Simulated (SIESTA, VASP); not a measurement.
Given: the input of a run of SIESTA 5.4.2 (ASE script) on SiC. The cell is a database's computed one, not the measured one.

Contents of run.py:

```python
from ase import Atoms
from ase.calculators.siesta import Siesta
from ase.units import Ry, GPa
from ase.optimize import BFGS
from ase.filters import FrechetCellFilter

atoms = Atoms(
    ['Si', 'Si', 'Si', 'Si', 'C', 'C', 'C', 'C'],
    cell=[
        [3.0756941497, 0.0, 0.0],
        [-1.5378470748, 2.6636292679, 0.0],
        [0.0, 0.0, 10.07064648],
    ],
    scaled_positions=[
        [0.0, 0.0, 0.18789438],
        [0.0, 0.0, 0.68789438],
        [0.3333333333, 0.6666666667, 0.43784198],
        [0.6666666667, 0.3333333333, 0.93784198],
        [0.0, 0.0, 0.00046005],
        [0.0, 0.0, 0.50046005],
        [0.3333333333, 0.6666666667, 0.24980259],
        [0.6666666667, 0.3333333333, 0.74980259],
    ],
    pbc=True,
)

fdf = {
    'SCFMustConverge': False,
    'OccupationFunction': 'FD',
    'ElectronicTemperature': '0.05 eV',
    'MaxSCFIterations': '120',
    'SCF.Mixer.Method': 'Pulay',
    'SCF.Mixer.Weight': '0.25',
    'SCF.Mixer.History': '8',
    'SCF.DM.Tolerance': '5.0e-05',
    'SCF.H.Tolerance': '1.0e-03 eV',
    'WriteForces': 'true',
    'Charge.Mulliken': 'end',
}
calc = Siesta(
    label="SiC",
    command="siesta < PREFIX.fdf > PREFIX.out",
    pseudo_path="pseudos",
    pseudo_qualifier="",
    xc=('GGA', 'PBE'),
    basis_set="DZP",
    mesh_cutoff=500 * Ry,
    energy_shift=0.002 * Ry,
    kpts=[10, 10, 3],
    spin="non-polarized",
    fdf_arguments=fdf,
)
atoms.calc = calc

opt = BFGS(FrechetCellFilter(atoms), trajectory="relax.traj")
converged = opt.run(fmax=0.02, steps=40)
print("converged:", converged)
print("cell (A):", atoms.cell.cellpar().round(5))
print("scaled positions:")
print(atoms.get_scaled_positions().round(6))
print(f"energy = {atoms.get_potential_energy():.6f} eV")
free = atoms.get_potential_energy(force_consistent=True)
print(f"free energy = {free:.6f} eV")
print("forces (eV/A):")
print(atoms.get_forces(apply_constraint=False).round(6))
print("stress (GPa, Voigt order, tension positive):", (atoms.get_stress() / GPa).round(4))
```

Potentials or basis: PseudoDojo 0.4 standard NC (PBE files), DZP (energy shift 0.002 Ry).

Launch:

```sh
$ python run.py
```

Q: Set up the same calculation for VASP 6.6.1. Potentials or basis there: PBE PAW files C, Si, 580 eV.

A: As run (cutoffs and basis follow the program's own potentials, and thresholds, step limits or extra output files can differ):

File INCAR:

```
PREC = Accurate
ENCUT = 580
EDIFF = 1E-7
ISMEAR = -1
SIGMA = 0.05
LREAL = F
LASPH = T
NELM = 100
ALGO = Fast
ISIF = 3
LWAVE = F
LCHARG = F
GGA = PE
IBRION = 2
NSW = 60
EDIFFG = -0.005
```

KPOINTS

```
Automatic mesh
0
Gamma
  10 10 3
```

The input POSCAR:

```
SiC
1.0
    3.0756941497      0.0000000000      0.0000000000
   -1.5378470748      2.6636292679      0.0000000000
    0.0000000000      0.0000000000     10.0706464800
Si C
4 4
Direct
    0.0000000000      0.0000000000      0.1878943800
    0.0000000000      0.0000000000      0.6878943800
    0.3333333333      0.6666666667      0.4378419800
    0.6666666667      0.3333333333      0.9378419800
    0.0000000000      0.0000000000      0.0004600500
    0.0000000000      0.0000000000      0.5004600500
    0.3333333333      0.6666666667      0.2498025900
    0.6666666667      0.3333333333      0.7498025900
```

Potentials or basis: VASP PAW PBE potentials, release 64 (Si, C).

Launch:

```console
$ cat potpaw_PBE.64/Si/POTCAR potpaw_PBE.64/C/POTCAR > POTCAR
$ mpirun -np 1 vasp_std > vasp.out
```

Both were run:

|  | SIESTA | VASP |
| --- | --- | --- |
| Relaxed volume | 10.65 Å³/atom | 10.49 Å³/atom |
| Relaxed cell | a = 3.109 Å, b = 3.109 Å, c = 10.178 Å, α = 90.00°, β = 90.00°, γ = 120.00° | a = 3.093 Å, b = 3.093 Å, c = 10.126 Å, α = 90.00°, β = 90.00°, γ = 120.00° |
| Space group after relaxing | P6_3mc (No. 186) | P6_3mc (No. 186) |
| Pressure after relaxing | 0.0 GPa | 0.1 GPa |

Pressure is positive in compression.
